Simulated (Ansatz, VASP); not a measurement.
## Be in VASP and in Ansatz

```
CELL_PARAMETERS angstrom
3.69618 0.00000 0.00000
0.00000 3.69618 0.00000
0.00000 0.00000 2.25045
ATOMIC_POSITIONS crystal
Be 0.29741 0.29741 0.00000
Be 0.70259 0.70259 0.00000
Be 0.20259 0.79741 0.50000
Be 0.79741 0.20259 0.50000
```

Change from the starting cell: volume scaled by 0.96, PAW files.

Alike in both runs: task electric field gradients; functional PBEsol; k mesh 9 × 9 × 14; occupations fermi-dirac, width 0.05 eV; no spin polarisation.

|  | VASP | Ansatz |
| --- | --- | --- |
| version | VASP 6.6.1 | Ansatz 0.2.0 |
| potentials or method | VASP PAW PBE potentials, release 64 (Be) | PAW with Ansatz's default frozen-core files, scalar-relativistic |
| plane-wave cutoff (eV) | 520 | 420 |
| valence electrons in the cell | 8 | 8 |

VASP gave:

| Item | Value |
| --- | --- |
| pressure (GPa) | 4.4 |
| largest component of the traceless stress (GPa) | 0.45 |
| rms of the force components (eV/Å) | 0.016 |
| Vzz of the field gradient on the site that differs most (V/Å²) | 1.8 |

Estimate Ansatz's values.

pressure (GPa): 4.0; largest component of the traceless stress (GPa): 0.47; rms of the force components (eV/Å): 0.014; Vzz of the field gradient on the site that differs most (V/Å²): 1.4.

Atom by atom the forces differ by 0.002 eV/Å (rms over components).

Caveats: the PAW data sets were made with another functional, which shifts forces and pressure a little (VASP).
